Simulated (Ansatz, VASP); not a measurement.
# AlSi31H (Al-H pair in Si) in two plane-wave programs

One calculation is typed for both programs; each brings its own data sets. How far apart do they land? The cell is taken from a series of runs on this material, whose earlier steps may have relaxed, scaled, displaced or heated it; both programs get it as it stands.

Main program and level: Ansatz 0.2.0; plane waves, with VASP 6.6.1 beside it; single point at HSE06.

In doubt: a hybrid run on one k-point (step 3), which bears on gaps, levels and energies.

## (1) Starting point

The cell holds 33 atoms: 31 Si, 1 Al and 1 H. Cell: a = 9.474 Å, b = 9.474 Å, c = 9.474 Å, α = 109.5°, β = 109.5°, γ = 109.5°. It derives from Si (Si (Fd-3m)). Nearest the centre at fractional (0.441, 0.500, 0.500): Al32 at 0.92 Å, H33 at 1.20 Å, Si22 at 2.10 Å, Si26 at 2.73 Å, Si25 at 2.73 Å, Si31 at 2.73 Å, Si7 at 3.38 Å, Si8 at 3.54 Å.

## (2) VASP: single point, HSE06

With cell and atoms fixed, the geometry can't cause a difference; cores, projectors, grids and the points listed under the comparison can.

Lines of VASP's logs that name or quote its potential files are left out, and so is its time.

The run reads the wave functions of an earlier VASP run, which isn't shown here.

File INCAR:

```
SYSTEM = AlSi31H
PREC = Accurate
ENCUT = 400
EDIFF = 1E-06
NELM = 100
ISMEAR = -1
SIGMA = 0.01
LREAL = Auto
ALGO = Normal
LHFCALC = .TRUE.
AEXX = 0.25
GGA = PE
HFSCREEN = 0.208
LASPH = .TRUE.
NBANDS = 87
PRECFOCK = Fast
LORBIT = 11
LWAVE = .FALSE.
LCHARG = .FALSE.
ISIF = 2
```

File POSCAR:

```
AlSi31H
1.0
   -5.4697832414      5.4697832414      5.4697832414
    5.4697832414     -5.4697832414      5.4697832414
    5.4697832414      5.4697832414     -5.4697832414
Si Al H
31 1 1
Direct
    0.0013925085      0.0023306897      0.5037504982
    0.9854613529      0.2404147615      0.2449814018
    0.0047926076      0.5002186336      0.9990535258
    0.0009343016      0.7508326548      0.7555174091
    0.2525779435      0.9970697570      0.2491665255
    0.2525188017      0.2529365483      0.0046546385
    0.2578179919      0.5002424150      0.7512862116
    0.2457470049      0.7595964097      0.5047656917
    0.4988939551      0.9978051796      0.0013773557
    0.4999200399      0.2452134729      0.7557798809
    0.4994800857      0.7473589739      0.2516669944
    0.7559095965      0.0037631576      0.7524897850
    0.7506045205      0.2492635565      0.5049172549
    0.7580244745      0.5002695162      0.2442401174
    0.7550812237      0.7550615768      0.0108480917
    0.0063752735      0.0015553265      0.2571549327
    0.0015278842      0.2528449267      0.0040432793
    0.0056545600      0.5002142847      0.7497185502
    0.9953507263      0.7527526959      0.5040471449
    0.2516133478      0.0008685342      0.9998845272
    0.2503193957      0.2485522199      0.7533583477
    0.2172863801      0.4998223831      0.4914213059
    0.2487726090      0.7477569853      0.2513880368
    0.5050932773      0.9989151722      0.7558273417
    0.4977912158      0.2374214115      0.5054995311
    0.5104528631      0.5002841065      0.2428833523
    0.5021848778      0.7518698364      0.0049912659
    0.7509062560      0.9990705883      0.4990397689
    0.7421585654      0.2474935159      0.2512871372
    0.7548481684      0.5000374844      0.9947019657
    0.7601847916      0.7632408375      0.7683244804
    0.5406121618      0.5002928805      0.5060707514
    0.3080489325      0.4981770514      0.4353244747
```

File KPOINTS:

```
Automatic mesh
0
Gamma
1 1 1
0 0 0
```

The projector-augmented-wave data sets are Si, Al and H (PBE family, release 64).

The run is started by

```sh
export OMP_NUM_THREADS=3
mpirun -np 1 vasp_gam
```

Numbers of over 12 decimals in the logs are rounded to 6 here.

The program printed:

```text
[banner, memory and clock lines left out]
running    1 mpi-ranks, on    1 nodes
[...]
Offloading initialized ...    1 GPUs detected
[...]
LDA part: xc-table for (Slater+PW92), standard interpolation
 found WAVECAR, reading the header
 POSCAR, INCAR and KPOINTS ok, starting setup
[...]
reading WAVECAR
 the WAVECAR file was read successfully
 initial charge from wavefunction
 entering main loop
       N       E                     dE             d eps       ncg     rms          rms(c)
DAV:   1    -0.196042586293E+03   -0.19604E+03   -0.62111E+00   174   0.750E+00    0.152E+01
DAV:   2    -0.196091930250E+03   -0.49344E-01   -0.16342E-01   236   0.119E+00    0.115E+01
DAV:   3    -0.196085633439E+03    0.62968E-02   -0.47122E-03   205   0.172E-01    0.695E+00
DAV:   4    -0.196082622248E+03    0.30112E-02   -0.87165E-04   197   0.807E-02    0.406E+00
[...]
DAV:   9    -0.196081040898E+03    0.10002E-04   -0.46035E-06   173   0.576E-03    0.243E-01
DAV:  10    -0.196081038943E+03    0.19553E-05   -0.15177E-06   108   0.347E-03    0.140E-01
DAV:  11    -0.196081039202E+03   -0.25963E-06   -0.76595E-07   101   0.251E-03
   1 F= -.19608104E+03 E0= -.19608104E+03  d E =-.952461E-12
```

OUTCAR, selected parts (step 2):

```text
  Total        8.0339291      1.9522688      7.8085198     -2.4124704      2.3508056     -5.7587768
  in kB       19.6638357      4.7783709     19.1121241     -5.9047599      5.7538290    -14.0951756
  external PRESSURE =      14.5181102 kB  Pullay stress =       0.0000000 kB

 POSITION                                       TOTAL-FORCE (eV/Angst)
 -----------------------------------------------------------------------------------
      2.76054      2.75027     -2.73504         0.013989     -0.006357     -0.037600
     -2.73525      5.41524      5.36528         0.080988     -0.114285     -0.161201
      8.17448      2.75473     -2.70230         0.006860      0.011704     -0.005382
      8.23430      0.03074     -0.02051        -0.102985     -0.050644     -0.013830
      5.43510     -2.70932      5.47242        -0.009471      0.015543     -0.021032
      0.02774      0.02317      2.73927        -0.017890     -0.028319      0.011142
      5.43538      2.78336      0.03705        -0.038635      0.008634      0.034107
      5.57160     -0.04969      2.73805         0.153682     -0.108789     -0.080371
      2.73647     -2.72140      8.17909         0.037356     -0.006170     -0.012620
      2.74076      5.52714     -0.05823        -0.013276      0.005044     -0.018110
      2.73241      0.02072      5.44338        -0.012420     -0.027803      0.016739
      0.00188      8.23003      0.03929         0.018059      0.016892      0.008825
      0.01956      5.50401      2.70727         0.014047     -0.051581      0.104486
     -0.07392      2.74580      5.54665         0.044799      0.131050     -0.045228
[...]
-----------------------------------------------------------------------------------
    total drift:                               -0.008822     -0.006740      0.011764

  FREE ENERGIE OF THE ION-ELECTRON SYSTEM (eV)
  ---------------------------------------------------
  free  energy   TOTEN  =      -196.0810392022 eV

  energy  without entropy=     -196.0810392022  energy(sigma->0) =     -196.08103920

[... 3 further parts left out ...]
[key lines of the parts left out:]
E-fermi :   5.5910
```

The run ends at a pressure of 1.45 GPa, with forces up to 13 eV/Å.

(Part 1 of 2 ends here.)

[Lines on the potential files, build, host, timing and source positions are cut from VASP's logs without a mark.]

[Logs are printed without paths, hosts, clocks, repeated set-up lines and the standing remarks that a program may print on its own settings, such as how far it seeks lower states.]

[Hosts, paths, dates, database ids (printed as entryN), source tags and the programs' standing remarks are cut or masked in the printed files.]
